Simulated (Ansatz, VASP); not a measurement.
One calculation of HgTe (Coloradoite), two programs

```
Hg Te
1.0
     0.00000    3.21450    3.21450
     3.21450    0.00000    3.21450
     3.21450    3.21450    0.00000
Hg Te
1 1
Cartesian
  0.0000 0.0000 0.0000
  4.8217 4.8217 4.8217
```

Alike in both runs: task relaxation of cell and atoms; functional PBEsol; k mesh 7 × 7 × 7; occupations fermi-dirac, width 0.05 eV; no spin polarisation.

|  | VASP | Ansatz |
| --- | --- | --- |
| version | VASP 6.6.1 | Ansatz 0.2.0 |
| potentials or method | VASP PAW PBE potentials, release 64 (Hg, Te) | Ansatz PAW |
| plane-wave cutoff (eV) | 600 | 420 |
| valence electrons in the cell | 18 | 36 |

```tsv
	VASP	Ansatz	Ansatz less VASP
relaxed volume (Å³/atom)	34.61	34.50	-0.103
relaxed cell length with the largest relative difference (Å)	4.609	4.604	-0.0046
energy change over the relaxation (meV/atom)	-8	-7	+1.2
```

The two sets of potentials don't hold the same shells in valence.

Caveats: the PAW data sets were made with another functional, which shifts forces and pressure a little (VASP); the plane-wave basis is chosen anew once the cell has moved, so the energies of steps on either side of that aren't comparable (Ansatz); the PAW data sets come from PBE, with cores solved anew for the run's functional, which leaves a small shift of forces and pressure (Ansatz). Spin-orbit coupling is left out, which matters for the levels of Hg, Te. Zero-point motion and thermal expansion aren't in these numbers.
